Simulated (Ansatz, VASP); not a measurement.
**Al: VASP beside Ansatz**

The input INCAR:

```
ALGO = Fast
EDIFF = 1E-6
EDIFFG = -0.005
ENCUT = 600
IBRION = 2
ISIF = 3
ISMEAR = 0
LASPH = True
LCHARG = False
LREAL = False
LWAVE = False
NELM = 80
NSW = 70
PREC = Accurate
SIGMA = 0.1
```

File KPOINTS:

```
k-points
0
Gamma
  18 18 18
```

File POSCAR:

```
Al
1.0
    0.0000000000      1.9913663546      1.9913663546
    1.9913663546      0.0000000000      1.9913663546
    1.9913663546      1.9913663546      0.0000000000
Al
1
Direct
    0.0000000000      0.0000000000      0.0000000000
```

Input for Ansatz:

```yaml
crystal:
  lattice:
    - [0.0, 1.9913663546, 1.9913663546]
    - [1.9913663546, 0.0, 1.9913663546]
    - [1.9913663546, 1.9913663546, 0.0]
  atoms:
    - { symbol: Al, position: [0.0, 0.0, 0.0] }
basis:
  ecutwfc: 420
kpoints:
  mp_grid: { grid: [18, 18, 18] }
hamiltonian:
  xc: lda
scf:
  occupations: { method: gaussian, width: 0.1 }
output:
  forces: true
  stress: true
  eigenvalues: true
relax:
  adjacent_minimum: "off"
  f_tol: 0.005
  max_steps: 50
  cell: { stress_tol: 0.05 }
```

Alike in both runs: task relaxation of cell and atoms; functional LDA; k mesh 18 × 18 × 18; occupations gaussian, width 0.1 eV; no spin polarisation.

|  | VASP | Ansatz |
| --- | --- | --- |
| version | VASP 6.6.1 | Ansatz 0.2.0 |
| potentials or method | VASP PAW LDA potentials, release 64 (Al) | scalar-relativistic, plane waves, PAW |
| plane-wave cutoff (eV) | 600 | 420 |
| valence electrons in the cell | 3 | 3 |

VASP gave:

```
gap on the k mesh at the Fermi level, each at its own relaxed structure (eV) : none
relaxed volume (Å³/atom)                                                     : 15.82
relaxed cell length with the largest relative difference (Å)                 : 2.818
```

Question: What did Ansatz give for the same quantities?

Answer: gap on the k mesh at the Fermi level, each at its own relaxed structure (eV): none; relaxed volume (Å³/atom): 15.80; relaxed cell length with the largest relative difference (Å): 2.817.

A gap of «none» marks a metal or a gap that the smearing closes.
